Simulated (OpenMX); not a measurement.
Crystal: PtSe2 (Sudovikovite).

```
CELL_PARAMETERS angstrom
3.72400 0.00000 0.00000
-1.86200 3.22508 0.00000
0.00000 0.00000 5.06200
ATOMIC_POSITIONS crystal
Pt 0.00000 0.00000 0.00000
Se 0.66667 0.33333 0.75000
Se 0.33333 0.66667 0.25000
```

Base run:

- Program: OpenMX 3.8.5
- Functional: PBE
- Dispersion: D3
- Potentials or basis: OpenMX 2013 PBE set, Pt7.0-s3p2d2f1, Se7.0-s3p2d2, grid cutoff 400 Ry
- k mesh: 7 × 7 × 5
- Occupations: fermi-dirac, width 0.05 eV
- Spin: no spin polarisation

Its results: band gap on the k mesh none (metal or under the smearing width); pressure 5.4 GPa; largest force 0.928 eV/Å.

Task: After a change of settings the same cell gave: band gap on the k mesh none (metal or under the smearing width); pressure 8.2 GPa; largest force 0.862 eV/Å. Which change was it?
A. dispersion from D3 to none
B. dispersion from D3 to D4
C. dispersion from D3 to D3(BJ)

Result: A.

Dispersion adds attraction, which lowers the pressure at fixed volume and, as a term added to the energy, leaves the levels alone.

Caveats: the basis of atomic orbitals isn't converged, which shifts pressures, moduli and gaps; pairwise dispersion overbinds metals, which lowers pressure and volume (some runs).
